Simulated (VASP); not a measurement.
## AgCl: evGW0 quasiparticle levels with PBEsol

AgCl:

```
CELL_PARAMETERS angstrom
3.43397 0.00000 0.00000
0.00000 3.43397 0.00000
0.00000 0.00000 3.43397
ATOMIC_POSITIONS crystal
Ag 0.00000 0.00000 0.00000
Cl 0.50000 0.50000 0.50000
```

Measurements of this composition are mostly on another form, of space group No. 225.

```
Program                         : VASP 6.6.1
Task                            : evGW0 quasiparticle levels
Functional                      : PBEsol
Potentials or basis             : VASP PAW PBE potentials, release 64 (Ag_GW, Cl_GW)
Cutoff                          : 450 eV
k mesh                          : 5 × 5 × 5
Occupations                     : gaussian, width 0.01 eV
Spin                            : no spin polarisation
Cutoff of the response function : 100
Frequency points                : 64
Empty bands                     : 91
GW scheme                       : evGW0
GW iterations                   : 4
Further INCAR settings          : ALGO = EVGW0; EDIFF = 1e-08; NBANDS = 100
```

* Band gap on the k mesh, mean-field level: 0.51 eV, indirect (least direct gap 1.93 eV)
* Quasiparticle gap: 2.05 eV
* Least direct quasiparticle gap: 3.22 eV

Levels at points of the mesh, in eV from the valence-band top:
| k point | band 7 | band 8 | band 9 | band 10 | band 11 | band 12 |
| --- | --- | --- | --- | --- | --- | --- |
| (0.00, 0.00, 0.00) | -1.42 | -1.42 | -1.42 | 0.51 | 9.28 | 9.28 |

Quasiparticle gap after each update of the energies (eV): 1.73, 1.98, 2.03, 2.05

Run time: 19 min on 1 thread of Intel(R) Xeon(R) Platinum 8375C CPU @ 2.90GHz (Ice Lake) (shared host), peak memory 0.39 GiB.

Caveat: bands, screening cutoff and mesh are small and nothing is extrapolated, so the quasiparticle values aren't converged; an odd mesh through Γ misses points on the zone boundary, where band edges often lie.
